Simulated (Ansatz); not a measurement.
Level of theory: DFT r2SCAN, scalar-relativistic, plane waves, PAW in Ansatz 0.2.0. All cells share a 500 eV cutoff and Γ-centred k meshes spaced at most 0.3 Å⁻¹ (0.19 for metals, 2π included).

These are static lattice energies at zero pressure. Only the structures computed here compete, so a lower one can exist. For metals, differences of a few meV/atom aren't resolved. No run is spin-polarised.

3 distinct structures were compared, and 2 of them are shown here.

Task: Order these relaxed structures of AlCu3 by energy, lowest first, with the energy over the lowest of them.
A.

```cif
data_structure
_symmetry_space_group_name_H-M 'Pm-3m'
_symmetry_Int_Tables_number 221
_cell_length_a 3.6418
_cell_length_b 3.6418
_cell_length_c 3.6418
_cell_angle_alpha 90.000
_cell_angle_beta 90.000
_cell_angle_gamma 90.000
_cell_volume 48.30
loop_
_atom_site_label
_atom_site_type_symbol
_atom_site_symmetry_multiplicity
_atom_site_Wyckoff_symbol
_atom_site_fract_x
_atom_site_fract_y
_atom_site_fract_z
_atom_site_occupancy
Al1 Al 1 a 0.00000 0.00000 0.00000 1
Cu1 Cu 3 c 0.50000 0.50000 0.00000 1
```

B.

```cif
data_structure
_symmetry_space_group_name_H-M 'Pmmn:1'
_symmetry_Int_Tables_number 59
_cell_length_a 4.1873
_cell_length_b 5.1392
_cell_length_c 4.4775
_cell_angle_alpha 90.000
_cell_angle_beta 90.000
_cell_angle_gamma 90.000
_cell_volume 96.35
loop_
_atom_site_label
_atom_site_type_symbol
_atom_site_symmetry_multiplicity
_atom_site_Wyckoff_symbol
_atom_site_fract_x
_atom_site_fract_y
_atom_site_fract_z
_atom_site_occupancy
Al1 Al 2 a 0.00000 0.00000 0.66478 1
Cu1 Cu 2 b 0.00000 0.50000 0.66761 1
Cu2 Cu 4 e 0.00000 0.25075 0.16423 1
```

Result: B (0 meV/atom), A (12 meV/atom).